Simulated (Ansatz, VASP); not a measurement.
# One calculation of C, two programs

```
CELL_PARAMETERS angstrom
0.00000 1.78337 1.78337
1.78337 0.00000 1.78337
1.78337 1.78337 0.00000
ATOMIC_POSITIONS crystal
C 0.75000 0.75000 0.75000
C 0.50000 0.50000 0.50000
```

This isn't the form of C at room conditions, which is graphite.

Alike in both runs: task relaxation of cell and atoms; functional HSE03; k mesh 7 × 7 × 7; occupations fermi-dirac, width 0.05 eV; no spin polarisation.

```csv
,VASP,Ansatz
version,VASP 6.6.1,Ansatz 0.2.0
potentials or method,"VASP PAW PBE potentials, release 64 (C)",Ansatz PAW
plane-wave cutoff (eV),600,420
valence electrons in the cell,8,8
```

Ansatz gave:

| Quantity | Value |
| --- | --- |
| gap on the k mesh at the Fermi level, each at its own relaxed structure (eV) | 5.22 |
| relaxed volume (Å³/atom) | 5.58 |
| relaxed cell length with the largest relative difference (Å) | 2.508 |
| energy change over the relaxation (meV/atom) | -2 |

What did VASP give for the same quantities?

gap on the k mesh at the Fermi level, each at its own relaxed structure (eV): 5.21; relaxed volume (Å³/atom): 5.58; relaxed cell length with the largest relative difference (Å): 2.508; energy change over the relaxation (meV/atom): -2.

Caveats: the k mesh is coarse (spacing up to 0.44 Å⁻¹), so the values aren't converged, least of all with exact exchange; the PAW data sets were made with another functional, which shifts forces and pressure a little (VASP); an odd mesh through Γ misses points on the zone boundary, where band edges often lie (VASP); odd divisions of the mesh miss points on the zone boundary, where band edges often lie, so the gap on the mesh can be too wide (Ansatz); the plane-wave basis is chosen anew once the cell has moved, so the energies of steps on either side of that aren't comparable (Ansatz); the pressure holds a Pulay correction of +0.8 GPa for the finite cutoff (Ansatz); the PAW data sets come from PBE, with cores solved anew for the run's functional, which leaves a small shift of forces and pressure (Ansatz).
